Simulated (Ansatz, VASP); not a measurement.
# C in VASP and in Ansatz

```xyz
6
Lattice="4.4568 0.0000 0.0000 -2.2284 3.8597 0.0000 0.0000 0.0000 2.5299" Properties=species:S:1:pos:R:3 pbc="T T T"
C     2.9943    1.7287    0.6325
C     0.0000    3.4575    1.8974
C     0.7659    2.1310    1.8974
C    -0.7659    2.1310    1.8974
C     1.4626    1.7287    0.6325
C     2.2284    0.4022    0.6325
```

Alike in both runs: functional PBE; k mesh 9 × 9 × 10; occupations gaussian, width 0.02 eV; no spin polarisation.

Ansatz relaxed the structure, and its values are those at the end. VASP's run is a single point on that final structure, the one shown.

|  | VASP | Ansatz |
| --- | --- | --- |
| version | VASP 6.6.1 | Ansatz 0.2.0 |
| potentials or method | VASP PAW PBE potentials, release 64 (C) | scalar-relativistic, plane waves, PAW |
| plane-wave cutoff (eV) | 520 | 420 |
| valence electrons in the cell | 24 | 24 |

VASP gave:

| Item | Value |
| --- | --- |
| gap on the k mesh at the Fermi level (eV) | 2.27 |
| least direct gap on the mesh (eV) | 2.27 |
| pressure (GPa) | 0.6 |
| rms of the force components (eV/Å) | 0.020 |

Problem. What did Ansatz give for the same quantities?

Solution. gap on the k mesh at the Fermi level (eV): 2.27; least direct gap on the mesh (eV): 2.27; pressure (GPa): 0.0; rms of the force components (eV/Å): 0.001.

The functional is the same, so the differences come from potentials, cutoffs and numerics.

Caveats: an odd mesh through Γ misses points on the zone boundary, where band edges often lie. As with any semilocal functional, this PBE gap is likely too small.
